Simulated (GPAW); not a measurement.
Set up this calculation in GPAW 26.7.0, as an ASE script.

- Task: equation of state
- Functional: BLYP
- Potentials or basis: PAW data sets generated in the run's folder for this functional
- Cutoff: 800 eV
- Basis: pw
- k mesh: 11 × 11 × 11
- Occupations: fermi-dirac, width 0.05 eV
- Spin: no spin polarisation
- Eigensolver: davidson
- Maxiter: 150
- Eos scales: [0.94, 0.96, 0.98, 1.0, 1.02, 1.04, 1.06]

The system is Li.

```
CELL_PARAMETERS angstrom
-1.75465 1.75465 1.75465
1.75465 -1.75465 1.75465
1.75465 1.75465 -1.75465
ATOMIC_POSITIONS crystal
Li 0.00000 0.00000 0.00000
```

These files were run (other wordings do the same):

run.py

```python
from ase.eos import EquationOfState
from ase.io import Trajectory
from ase.spacegroup import crystal
from ase.units import GPa
from gpaw import GPAW, PW, setup_paths

setup_paths.insert(0, '.')

# Li 2a
atoms = crystal(['Li'],
                basis=[[0.0, 0.0, 0.0]],
                spacegroup=229, setting=1,  # Im-3m
                cellpar=[3.5093, 3.5093, 3.5093, 90.0, 90.0, 90.0],
                primitive_cell=True)

traj = Trajectory('eos.traj', 'w')
volumes, energies = [], []
for x in [0.94, 0.96, 0.98, 1.0, 1.02, 1.04, 1.06]:
    a = atoms.copy()
    a.set_cell(atoms.cell * x**(1 / 3), scale_atoms=True)
    calc = GPAW(mode=PW(800),
                xc='BLYP',
                kpts={'size': (11, 11, 11), 'gamma': True},
                occupations={'name': 'fermi-dirac', 'width': 0.05},
                nbands=6,
                convergence={'density': 1e-05, 'energy': 1e-05},
                eigensolver='davidson',
                maxiter=150,
                txt=f'eos-{x:.2f}.txt')
    a.calc = calc
    energies.append(a.get_potential_energy(force_consistent=True))
    volumes.append(a.get_volume())
    p = -a.get_stress()[:3].mean() / GPa
    calc.write(f'eos-{x:.2f}.gpw')
    traj.write(a)
    print(f'{x:.2f} {volumes[-1]:10.4f} A^3 {energies[-1]:14.6f} eV {p:9.3f} GPa', flush=True)

v0, e0, B = EquationOfState(volumes, energies, eos='birchmurnaghan').fit()
print(f'V0 = {v0:.4f} A^3, E0 = {e0:.6f} eV, B0 = {B / GPa:.2f} GPa')
```

Potentials or basis: PAW data sets generated in the run's folder for this functional, pw.

The run is started by

```bash
$ gpaw-setup -f BLYP Li
$ OMP_NUM_THREADS=1 python run.py
```

It gave:

```yaml
Equilibrium_volume: "20.01 Å³/atom (rough: see the caveat)"
Bulk_modulus: 13.9 GPa (rough)
```

Caveat: the minimum lies outside the volumes run.

It took 35 s on 1 thread of Arm Neoverse V2, with other jobs on the host, peak memory 0.19 GiB.
